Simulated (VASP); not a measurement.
**SiC: band structure with PBE**

Crystal: SiC.

```xyz
2
Lattice="0.0000 2.1910 2.1910 2.1910 0.0000 2.1910 2.1910 2.1910 0.0000" Properties=species:S:1:pos:R:3 pbc="T T T"
Si    0.0000    0.0000    0.0000
C     1.0955    1.0955    1.0955
```

* Program: VASP 6.6.1
* Task: band structure
* Functional: PBE
* Potentials or basis: VASP PAW PBE potentials, release 64 (Si, C)
* Cutoff: 520 eV
* k mesh: 4 × 4 × 4
* Occupations: gaussian, width 0.02 eV
* Spin: no spin polarisation
* Further INCAR settings: ALGO = Normal; EDIFF = 1e-07

```json
{"Band gap on the k mesh": "1.33 eV, indirect (least direct gap 4.50 eV)", "Band gap along the path": "1.33 eV, indirect (least direct gap 4.50 eV)"}
```

Levels at the corners of the path, in eV from the valence-band top:
```tsv
point	band 1	band 2	band 3	band 4	band 5	band 6	band 7	band 8
Γ	-15.30	0.00	0.00	0.00	6.03	7.14	7.14	7.14
X	-10.34	-7.77	-3.17	-3.17	1.33	4.22	13.82	13.85
X	-10.34	-7.77	-3.17	-3.17	1.33	4.22	13.82	13.82
W	-10.12	-7.03	-4.94	-4.65	5.16	9.26	9.27	9.66
W	-10.12	-7.03	-4.94	-4.65	5.16	9.26	9.27	9.66
K	-10.35	-7.26	-5.49	-2.58	3.05	7.64	11.67	12.26
K	-10.35	-7.26	-5.49	-2.58	3.05	7.64	11.67	12.26
Γ	-15.30	0.00	0.00	0.00	6.03	7.14	7.14	7.14
Γ	-15.30	0.00	0.00	0.00	6.03	7.14	7.14	7.14
L	-11.78	-8.48	-1.05	-1.05	5.26	7.11	7.11	9.94
L	-11.78	-8.48	-1.05	-1.05	5.26	7.11	7.11	9.94
U	-10.35	-7.26	-5.49	-2.58	3.05	7.64	11.67	12.27
U	-10.35	-7.26	-5.49	-2.58	3.05	7.64	11.67	12.26
W	-10.12	-7.03	-4.94	-4.65	5.16	9.26	9.27	9.66
W	-10.12	-7.03	-4.94	-4.65	5.16	9.26	9.27	9.66
L	-11.78	-8.48	-1.05	-1.05	5.26	7.11	7.11	9.94
L	-11.78	-8.48	-1.05	-1.05	5.26	7.11	7.11	9.94
K	-10.35	-7.26	-5.49	-2.58	3.05	7.64	11.67	12.26
U	-10.35	-7.26	-5.49	-2.58	3.05	7.64	11.67	12.26
X	-10.34	-7.77	-3.17	-3.17	1.33	4.22	13.82	13.84
```

It took 16 s on 1 thread of Intel(R) Xeon(R) Platinum 8259CL CPU @ 2.50GHz (Skylake/Cascade Lake), on a shared host, peak memory 0.15 GiB.

Caveat: the k mesh is coarse (spacing up to 0.62 Å⁻¹), so the values aren't converged; the log is that of the step along the path at fixed density, whose energy, stress, charges and moments have no meaning. Expect the measured gap to be larger: semilocal functionals such as PBE lack the derivative discontinuity.
